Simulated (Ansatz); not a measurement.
Space group P2_13 (No. 198). a = 4.468 Å, b = 4.468 Å, c = 4.468 Å, α = 90.00°, β = 90.00°, γ = 90.00°
| atom | site | symmetry | x | y | z |
| --- | --- | --- | --- | --- | --- |
| Si | 4a | .3. | 0.8465 | 0.8465 | 0.8465 |
| Ni | 4a | .3. | 0.1490 | 0.1490 | 0.1490 |

Equation of state of this SiNi structure (not necessarily the ground state), with shape and atoms relaxed at each volume where symmetry leaves them free. It has no gap at any of these volumes. The calculation used DFT PBEsol, scalar-relativistic, plane waves, PAW (Ansatz).

Cutoff 420 eV; k points 8×8×8 on the computed 8-atom cell (Γ-centred); Gaussian smearing, width 0.10 eV; no spin polarisation.

```tsv
V (Å³/atom)	E − E(largest V) (meV/atom)	P (GPa)
10.480	5.83	14.36
10.815	-15.81	6.57
11.149	-22.49	0.01
11.484	-16.52	-5.55
11.818	0.00	-10.15
```

Task: Fit a third-order Birch–Murnaghan equation to E(V).

Result: V0 = 11.15 Å³/atom, B0 = 201 GPa, B0' = 4.8.

This form isn't the usual stable structure of the compound.